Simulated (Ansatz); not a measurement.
InSe: frozen normal mode

Computed with DFT PBEsol, scalar-relativistic, plane waves, PAW (Ansatz). Cutoff 420 eV, Γ-centred 12×12×2 k-points, Gaussian smearing of 0.05 eV. No spin polarisation. Energies are free energies at this smearing, counted from the undisturbed cell; pressure is positive in compression.

The starting cell (relaxed at this level):

```xyz
8
Lattice="4.0059 0.0000 0.0000 -2.0029 3.4692 0.0000 0.0000 0.0000 17.0022" Properties=species:S:1:pos:R:3 pbc="T T T"
In    0.0000    2.3128    2.8622
In    2.0029    1.1564   11.3633
In    0.0000    2.3128    5.6388
In    2.0029    1.1564   14.1399
Se    0.0000    2.3128   10.0845
Se    2.0029    1.1564    1.5834
Se    0.0000    2.3128   15.4188
Se    2.0029    1.1564    6.9177
```

The cell holds layers and no dispersion correction was added, so their binding is poorly described.

A zone-centre mode of this cell is frozen in: each atom moves by x times its row below, so x is the largest displacement.
```
atom ux uy uz
 In1   0.707   0.707  0.000
 In2  -0.707  -0.707  0.000
 In3   0.707   0.707  0.000
 In4  -0.707  -0.707  0.000
 Se5  -0.701  -0.701  0.000
 Se6   0.701   0.701  0.000
 Se7  -0.701  -0.701  0.000
 Se8   0.701   0.701  0.000
```

```csv
x (Å),ΔE (meV/cell)
-0.4000,24.8
-0.2000,8.1
0.0000,0.0
0.3000,27.2
```

Predict the force along the mode (eV/Å) at each point.

| x (Å) | force along the mode (eV/Å) |
| --- | --- |
| -0.4000 | 0.09 |
| -0.2000 | 0.07 |
| 0.0000 | 0.00 |
| 0.3000 | -0.19 |

Cost: 4 runs of about 6.1 core-minutes in all, on Intel Xeon Platinum 8375C (Ice Lake) (shared hosts).